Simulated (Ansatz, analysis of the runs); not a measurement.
# Conductance against length: SiH2(OSiH2)1 chain with methyl sulfide ends, between Au (111) faces with adatoms, and longer members, part 3 of 3

Wanted: G and thermopower along the series, and a fit against length.

Ansatz 0.2.0; DFT PBE, plane waves, PAW; relaxation of a junction, electrodes held but for their tips (the session's first sound run).

So far, transmission at the energy nearest the Fermi level, one spin: step 3 (transmission between the leads, 91 atoms, molecule siloxane …) 0.00188.

## 6. Transmission, 95 atoms, molecule siloxane 2, methyl sulfide ends, units 2

This step: DFT PBE, plane waves, PAW; transmission of a junction between electrodes (Ansatz 0.2.0).

The transmission is computed for this geometry in the same way.

File input.yaml:

```yaml
crystal:
  lattice:
    - [8.8246926292, 0.0, 0.0]
    - [4.4123463146, 7.6424079975, 0.0]
    - [0.0, 0.0, 33.8597293474]
  atoms:
    - { symbol: Au, position: [0.722222222, 0.722222222, 0.0] }
    - { symbol: Au, position: [0.722222222, 0.055555556, 0.0] }
    - { symbol: Au, position: [0.722222222, 0.388888889, 0.0] }
    - { symbol: Au, position: [0.055555556, 0.722222222, 0.0] }
    - { symbol: Au, position: [0.055555556, 0.055555556, 0.0] }
    - { symbol: Au, position: [0.055555556, 0.388888889, 0.0] }
    - { symbol: Au, position: [0.388888889, 0.722222222, 0.0] }
    - { symbol: Au, position: [0.388888889, 0.055555556, 0.0] }
    - { symbol: Au, position: [0.388888889, 0.388888889, 0.0] }
    - { symbol: Au, position: [0.833333333, 0.833333333, 0.070933146] }
    - { symbol: Au, position: [0.833333333, 0.166666667, 0.070933146] }
    - { symbol: Au, position: [0.833333333, 0.5, 0.070933146] }
    - { symbol: Au, position: [0.166666667, 0.833333333, 0.070933146] }
    - { symbol: Au, position: [0.166666667, 0.166666667, 0.070933146] }
    - { symbol: Au, position: [0.166666667, 0.5, 0.070933146] }
    - { symbol: Au, position: [0.5, 0.833333333, 0.070933146] }
    - { symbol: Au, position: [0.5, 0.166666667, 0.070933146] }
    - { symbol: Au, position: [0.5, 0.5, 0.070933146] }
    - { symbol: Au, position: [0.944444444, 0.944444444, 0.141866292] }
    - { symbol: Au, position: [0.944444444, 0.277777778, 0.141866292] }
    - { symbol: Au, position: [0.944444444, 0.611111111, 0.141866292] }
    - { symbol: Au, position: [0.277777778, 0.944444444, 0.141866292] }
    - { symbol: Au, position: [0.277777778, 0.277777778, 0.141866292] }
    - { symbol: Au, position: [0.277777778, 0.611111111, 0.141866292] }
    - { symbol: Au, position: [0.611111111, 0.944444444, 0.141866292] }
    - { symbol: Au, position: [0.611111111, 0.277777778, 0.141866292] }
    - { symbol: Au, position: [0.611111111, 0.611111111, 0.141866292] }
    - { symbol: Au, position: [0.055555556, 0.055555556, 0.212799438] }
    - { symbol: Au, position: [0.055555556, 0.388888889, 0.212799438] }
    - { symbol: Au, position: [0.055555556, 0.722222222, 0.212799438] }
[... 59 atom lines left out ...]
    - { symbol: Au, position: [0.944444444, 0.611111111, 0.929066854] }
    - { symbol: Au, position: [0.944444444, 0.944444444, 0.929066854] }
    - { symbol: Au, position: [0.944444444, 0.277777778, 0.929066854] }
    - { symbol: Au, position: [0.277777778, 0.611111111, 0.929066854] }
    - { symbol: Au, position: [0.277777778, 0.944444444, 0.929066854] }
    - { symbol: Au, position: [0.277777778, 0.277777778, 0.929066854] }
kpoints:
  mp_grid: { grid: [4, 4, 1] }
scf:
  occupations: { method: fermi_dirac, width: 0.1 }
hamiltonian:
  xc: pbe
output:
  transmission: { leads: [[86, 0]], e_range: [-0.7, 0.7], de: 0.035, kmesh: [4, 4] }
  dos: { projected: true, e_range: [-5, 4] }
  write_potential: true
  write_density: true
  volumetric_format: npy
```

Atom lines that are left out differ too.

The run is started by

```console
> ansatz run input.yaml --threads 16 --pin off --max-ram 61440MiB --backend cuda --events-out ev --progress --plain --runs-dir out --max-vram 78GiB
```

Numbers of over 12 decimals in the logs are rounded to 6 here.

The log of the run:

```text
[...]
Crystal: 95 atoms, lattice volume = 2283.565 Å³
Basis set: ecut = 420 eV, 44627 PW (Γ)
Bands: 878, of which v1, the nominal top of the filled ones, is band 731 counted from 1 (730 counted from 0)
Symmetry: 1 space group operations
[...]
k-points: 10 of 16 (time reversal used)
[...]
SCF converged after 10 iterations
[...]
--- Transmission ---
  basis      : 595 plane waves across, 53 finite elements along
  points     : 10, standing for a mesh of 4 x 4
  on the GPU : 10 of these points
[...]
filled         : 0.3 meV under the level at which it is neutral
    channels       : 7.687500e0 a spin
[...]
junction   : crystal 0 to crystal 0, -0.50 to 30.96 Å
    transmission   : 4.792865e-5 a spin
[...]
resistance     : 1.8074e2 Ω µm² beyond half of each lead's own
```

Wall time 4.3 min (1 × NVIDIA GB200 with 16 threads of Arm Neoverse V2, shared host); peak memory 19 GiB; 32 min of CPU time.

The conductance is 4.8e-5 G₀. The conductance is 0.025 times that of the last run that gave one. This chain holds gauche bonds, so it is not the stretched conformer. The lead's Hamiltonian steps by 24.4 meV, which the program lets pass, though it counts in the error estimate. The largest term of the program's error estimate is 656 %, from band edges of the leads and from resonances.

## 7. Landauer integrals, 95 atoms

This step: Landauer integrals over the computed T(E), interpolated linearly between its energies (analysis of the runs above).

The thermopower is -10.5 μV/K. The Lorenz ratio is 1.01, where the Wiedemann-Franz law gives 1. These values rest on a semilocal level alignment and on the mesh across the current. Moving the level by up to 0.1 eV either way gives -14 to -8.7 μV/K.

## 8. Relaxation of the scattering region, 99 atoms, molecule siloxane 3, methyl sulfide ends, units 3

This step: DFT PBE, plane waves, PAW; relaxation of a junction, electrodes held but for their tips (Ansatz 0.2.0).

System of this step: SiH2(OSiH2)3 chain with methyl sulfide ends, between Au (111) faces with adatoms. The cell holds 99 atoms: 74 Au, 2 S, 2 C, 4 Si, 3 O and 14 H. Cell: a = 8.825 Å, b = 8.825 Å, c = 36.018 Å, α = 90.0°, β = 90.0°, γ = 60.0°. Electrodes: Au (111) 3x3 face with an adatom; the apex atoms were set 14.738 Å apart; the free molecule is CS[SiH2]O[SiH2]O[SiH2]O[SiH2]SC. Regions: lower lead, 37 atoms (37 Au); bridge, 25 atoms (2 S, 2 C, 4 Si, 3 O and 14 H); upper lead, 37 atoms (37 Au). The structure is stacked along c, and the current runs across the ab planes.

The bridge and the electrodes' tips relax, while 72 atoms stay at the lead's spacing, so that the ends still repeat as a lead.

File input.yaml:

```yaml
crystal:
  lattice:
    - [8.8246926292, 0.0, 0.0]
    - [4.4123463146, 7.6424079975, 0.0]
    - [0.0, 0.0, 36.0179428236]
  atoms:
    - { symbol: Au, position: [0.722222222, 0.722222222, 0.0] }
    - { symbol: Au, position: [0.722222222, 0.055555556, 0.0] }
    - { symbol: Au, position: [0.722222222, 0.388888889, 0.0] }
    - { symbol: Au, position: [0.055555556, 0.722222222, 0.0] }
    - { symbol: Au, position: [0.055555556, 0.055555556, 0.0] }
    - { symbol: Au, position: [0.055555556, 0.388888889, 0.0] }
    - { symbol: Au, position: [0.388888889, 0.722222222, 0.0] }
    - { symbol: Au, position: [0.388888889, 0.055555556, 0.0] }
    - { symbol: Au, position: [0.388888889, 0.388888889, 0.0] }
    - { symbol: Au, position: [0.833333333, 0.833333333, 0.066682796] }
    - { symbol: Au, position: [0.833333333, 0.166666667, 0.066682796] }
    - { symbol: Au, position: [0.833333333, 0.5, 0.066682796] }
    - { symbol: Au, position: [0.166666667, 0.833333333, 0.066682796] }
    - { symbol: Au, position: [0.166666667, 0.166666667, 0.066682796] }
    - { symbol: Au, position: [0.166666667, 0.5, 0.066682796] }
    - { symbol: Au, position: [0.5, 0.833333333, 0.066682796] }
    - { symbol: Au, position: [0.5, 0.166666667, 0.066682796] }
    - { symbol: Au, position: [0.5, 0.5, 0.066682796] }
    - { symbol: Au, position: [0.944444444, 0.944444444, 0.133365591] }
    - { symbol: Au, position: [0.944444444, 0.277777778, 0.133365591] }
    - { symbol: Au, position: [0.944444444, 0.611111111, 0.133365591] }
    - { symbol: Au, position: [0.277777778, 0.944444444, 0.133365591] }
    - { symbol: Au, position: [0.277777778, 0.277777778, 0.133365591] }
    - { symbol: Au, position: [0.277777778, 0.611111111, 0.133365591] }
    - { symbol: Au, position: [0.611111111, 0.944444444, 0.133365591] }
    - { symbol: Au, position: [0.611111111, 0.277777778, 0.133365591] }
    - { symbol: Au, position: [0.611111111, 0.611111111, 0.133365591] }
    - { symbol: Au, position: [0.055555556, 0.055555556, 0.200048387] }
    - { symbol: Au, position: [0.055555556, 0.388888889, 0.200048387] }
    - { symbol: Au, position: [0.055555556, 0.722222222, 0.200048387] }
[... 63 atom lines left out ...]
    - { symbol: Au, position: [0.944444444, 0.611111111, 0.933317204] }
    - { symbol: Au, position: [0.944444444, 0.944444444, 0.933317204] }
    - { symbol: Au, position: [0.944444444, 0.277777778, 0.933317204] }
    - { symbol: Au, position: [0.277777778, 0.611111111, 0.933317204] }
    - { symbol: Au, position: [0.277777778, 0.944444444, 0.933317204] }
    - { symbol: Au, position: [0.277777778, 0.277777778, 0.933317204] }
kpoints:
  mp_grid: { grid: [2, 2, 1] }
scf:
  occupations: { method: fermi_dirac, width: 0.1 }
hamiltonian:
  xc: pbe
relax:
  constraints:
    - { sites: [0, 1, 2, 3, 4, 5, 6, 7, 8, 9, 10, 11, 12, 13, 14, 15, 16, 17, 18, 19, 20, 21, 22, 23, 24, 25, 26, 27, 28, 29, 30, 31, 32, 33, 34, 35, 63, 64, 65, 66, 67, 68, 69, 70, 71, 72, 73, 74, 75, 76, 77, 78, 79, 80, 81, 82, 83, 84, 85, 86, 87, 88, 89, 90, 91, 92, 93, 94, 95, 96, 97, 98] }
  f_tol: 0.05
  max_steps: 35
```

The log of the run:

```text
[...]
Crystal: 99 atoms, lattice volume = 2429.119 Å³
Basis set: ecut = 420 eV, 47455 PW (Γ), exchange–correlation on 120×120×486 points (8 copies of the dense FFT grid, shifted against one another)
Bands: 885, of which v1, the nominal top of the filled ones, is band 737 counted from 1 (736 counted from 0)
Symmetry: 1 space group operations
[...]
k-points: 4
[...]
- { symbol: Au, position: [0.277777778, 0.611111, 0.733268818] }
    - { symbol: Au, position: [0.277778, 0.944444, 0.733268818] }
    - { symbol: Au, position: [0.611111, 0.277778, 0.733268818] }
    - { symbol: Au, position: [0.611111111, 0.611111, 0.733268818] }
    - { symbol: Au, position: [0.611111, 0.944444, 0.733268818] }
    - { symbol: Au, position: [0.944444, 0.277778, 0.733268818] }
[...]
- { symbol: Au, position: [0.944444, 0.277778, 0.933317204] }
    - { symbol: Au, position: [0.277777778, 0.611111, 0.933317204] }
    - { symbol: Au, position: [0.277778, 0.944444, 0.933317204] }
    - { symbol: Au, position: [0.277778, 0.277778, 0.933317204] }
```

The job ended after 28 s (1 × NVIDIA GB200 with 16 threads; peak memory 2 GiB).

Relaxation path:

```tsv
step	energy less that of the first step (eV)	largest force component (eV/Å)
1	0.0000	0.7970
2	-0.1025	0.4505
3	-0.1513	0.1822
4	-0.1622	0.1134
5	-0.1933	0.1571
6	-0.2042	0.1733
7	-0.2089	0.0892
8	-0.2122	0.0754
9	-0.2139	0.0752
10	-0.2139	0.1151
11	-0.2161	0.0317
```

Relaxation step 10 was tried and not accepted.

The atoms that moved most (Å):

```tsv
atom	dx	dy	dz	length
H53	-0.258	-0.275	-0.487	0.616
H59	-0.259	0.274	0.486	0.615
O45	-0.440	0.037	0.092	0.451
O41	-0.440	-0.037	-0.092	0.451
H52	0.081	-0.264	-0.197	0.340
Si40	-0.184	-0.192	-0.211	0.339
H58	0.081	0.264	0.198	0.339
Si46	-0.185	0.191	0.211	0.339
```

The largest force component on a free atom ends at 0.032 eV/Å, under the limit of 0.05. The apex atoms end 14.84 Å apart, and their nearest bridge atoms lie at 2.40 Å (Au–S) and 2.40 Å (Au–S).

## 9. Transmission between the leads, 99 atoms, molecule siloxane 3, methyl sulfide ends, units 3

This step: DFT PBE, plane waves, PAW; transmission of a junction between electrodes (Ansatz 0.2.0).

The transmission is computed for this geometry in the same way.

Edit input.yaml of step 8 so:

```diff
@@ -44,3 +44,3 @@
 kpoints:
-  mp_grid: { grid: [2, 2, 1] }
+  mp_grid: { grid: [4, 4, 1] }
 scf:
@@ -49,6 +49,7 @@
   xc: pbe
-relax:
-  constraints:
-    - { sites: [0, 1, 2, 3, 4, 5, 6, 7, 8, 9, 10, 11, 12, 13, 14, 15, 16, 17, 18, 19, 20, 21, 22, 23, 24, 25, 26, 27, 28, 29, 30, 31, 32, 33, 34, 35, 63, 64, 65, 66, 67, 68, 69, 70, 71, 72, 73, 74, 75, 76, 77, 78, 79, 80, 81, 82, 83, 84, 85, 86, 87, 88, 89, 90, 91, 92, 93, 94, 95, 96, 97, 98] }
-  f_tol: 0.05
-  max_steps: 35
+output:
+  transmission: { leads: [[90, 0]], e_range: [-0.7, 0.7], de: 0.035, kmesh: [4, 4] }
+  dos: { projected: true, e_range: [-5, 4] }
+  write_potential: true
+  write_density: true
+  volumetric_format: npy
```

Atom lines that are left out differ too.

The log of the run:

```text
[...]
Crystal: 99 atoms, lattice volume = 2429.119 Å³
Basis set: ecut = 420 eV, 47455 PW (Γ)
Bands: 885, of which v1, the nominal top of the filled ones, is band 737 counted from 1 (736 counted from 0)
Symmetry: 1 space group operations
[...]
k-points: 10 of 16 (time reversal used)
[...]
SCF converged after 10 iterations
[...]
--- Transmission ---
  basis      : 595 plane waves across, 55 finite elements along
  points     : 10, standing for a mesh of 4 x 4
  on the GPU : 10 of these points
[...]
filled         : 0.2 meV under the level at which it is neutral
    channels       : 7.687500e0 a spin
[...]
junction   : crystal 0 to crystal 0, -0.50 to 33.11 Å
    transmission   : 2.314683e-6 a spin
[...]
resistance     : 3.7397e3 Ω µm² beyond half of each lead's own
```

It took 4.3 min on 1 × NVIDIA GB200 with 16 threads; peak memory 20 GiB.

The conductance is 2.3e-6 G₀. The conductance is 0.048 times that of the last run that gave one. This chain holds gauche bonds, so it is not the stretched conformer. The lead's Hamiltonian steps by 23.0 meV, which the program lets pass, though it counts in the error estimate. The largest term of the program's error estimate is over 1000 %, from band edges of the leads and from resonances.

## 10. Side by side

Times are for 1 × NVIDIA GB200 with 16 threads of Arm Neoverse V2, shared host. The series side by side:

```tsv
no.	molecule	units	transmission at the energy nearest the Fermi level, one spin	step of the lead's Hamiltonian (meV)	conductance of the junction (S/m²)	conductance of the junction (G₀)	added resistance times area (Ω um²)	time	memory (GiB)
1	siloxane 1, methyl sulfide ends	1	0.001879	22.2	2.17e11	0.001891	4.601	4.3 min	19
2	siloxane 2, methyl sulfide ends	2	4.79e-5	24.4	5.53e9	4.82e-5	180.7	4.3 min	19
3	siloxane 3, methyl sulfide ends	3	2.31e-6	23	2.67e8	2.33e-6	3740	4.3 min	20
```

The runs together. Transmission against energy, zero at the Fermi level:

```tsv
energy (eV)	siloxane 1, methyl sulfide ends, 1	siloxane 2, methyl sulfide ends, 2	siloxane 3, methyl sulfide ends, 3
-0.700	0.00104	2.8e-5	1.5e-6
-0.665	0.00110	2.9e-5	1.5e-6
-0.595	0.00127	3.2e-5	1.7e-6
-0.560	0.00141	3.5e-5	1.8e-6
-0.490	0.00168	4.0e-5	2.1e-6
-0.455	0.00156	3.7e-5	2.0e-6
-0.420	0.00140	3.5e-5	1.8e-6
-0.350	0.00130	3.3e-5	1.7e-6
-0.315	0.00132	3.4e-5	1.7e-6
-0.280	0.00136	3.5e-5	1.8e-6
-0.210	0.00146	3.7e-5	1.9e-6
-0.175	0.00152	3.9e-5	1.9e-6
-0.105	0.00163	4.2e-5	2.0e-6
-0.070	0.00171	4.4e-5	2.1e-6
-0.035	0.00179	4.6e-5	2.2e-6
0.000	0.00188	4.8e-5	2.3e-6
0.035	0.00198	5.0e-5	2.4e-6
0.070	0.00211	5.3e-5	2.6e-6
0.105	0.00224	5.6e-5	2.7e-6
0.175	0.00270	6.6e-5	3.1e-6
0.210	0.00353	7.9e-5	3.6e-6
0.280	0.00241	6.3e-5	3.4e-6
0.315	0.00206	5.9e-5	3.2e-6
0.350	0.002	6.0e-5	3.2e-6
0.420	0.00212	6.6e-5	3.5e-6
0.455	0.00224	7.1e-5	3.8e-6
0.490	0.00237	7.6e-5	4.0e-6
0.560	0.00270	8.8e-5	4.7e-6
0.595	0.00290	9.6e-5	5.1e-6
0.665	0.00335	1.1e-4	6.1e-6
0.700	0.00362	1.2e-4	6.7e-6
```

## 11. Landauer integrals, 99 atoms

This step: Landauer integrals over the computed T(E), interpolated linearly between its energies (analysis of the runs above).

The thermopower is -9.76 μV/K. The Lorenz ratio is 1.01, where the Wiedemann-Franz law gives 1. These values rest on a semilocal level alignment and on the mesh across the current. Moving the level by up to 0.1 eV either way gives -13 to -7.6 μV/K.

## 12. Results

| Quantity | Value |
| --- | --- |
| conductance, SiH2(OSiH2)1 chain with methyl sulfide ends | 0.00189 G₀ (one error term of 86 %, so a rough value at best) |
| thermopower, SiH2(OSiH2)1 chain with methyl sulfide ends | -11.3 μV/K (rough, as the conductance is) |
| conductance, SiH2(OSiH2)2 chain with methyl sulfide ends | 4.8e-5 G₀ (one error term of 656 %, so a rough value at best) |
| thermopower, SiH2(OSiH2)2 chain with methyl sulfide ends | -10.5 μV/K (rough, as the conductance is) |
| conductance, SiH2(OSiH2)3 chain with methyl sulfide ends | 2.3e-6 G₀ (one error term of 3654 %, so a rough value at best) |
| thermopower, SiH2(OSiH2)3 chain with methyl sulfide ends | -9.76 μV/K (rough, as the conductance is) |

**Reading.** Semilocal functionals put a molecule's frontier levels too near the Fermi level, so conductances off resonance usually come out too high. The mesh of 4 × 4 points across the current is coarse: where the lead's channel count steps, T(E) can show bumps that belong to the mesh. Transport is coherent and elastic here: the atoms are frozen, so scattering by vibrations plays no part. The SiH2(OSiH2)2 chain with methyl sulfide ends is not all-trans: 2 backbone bonds are gauche, so it is another conformer than a stretched chain, and no decay constant is fitted. The SiH2(OSiH2)3 chain with methyl sulfide ends is not all-trans: 4 backbone bonds are gauche, so it is another conformer than a stretched chain, and no decay constant is fitted. Spin-orbit coupling is left out, which matters for the bands of heavy atoms. One term of the program's error estimate for a conductance, of a junction or of the perfect wire, exceeds 1000 % in this session.

[Logs are printed without paths, hosts, clocks, repeated set-up lines and the standing remarks that a program may print on its own settings, such as how far it seeks lower states.]

[Hosts, paths, dates, database ids (printed as entryN), source tags and the programs' standing remarks are cut or masked in the printed files.]
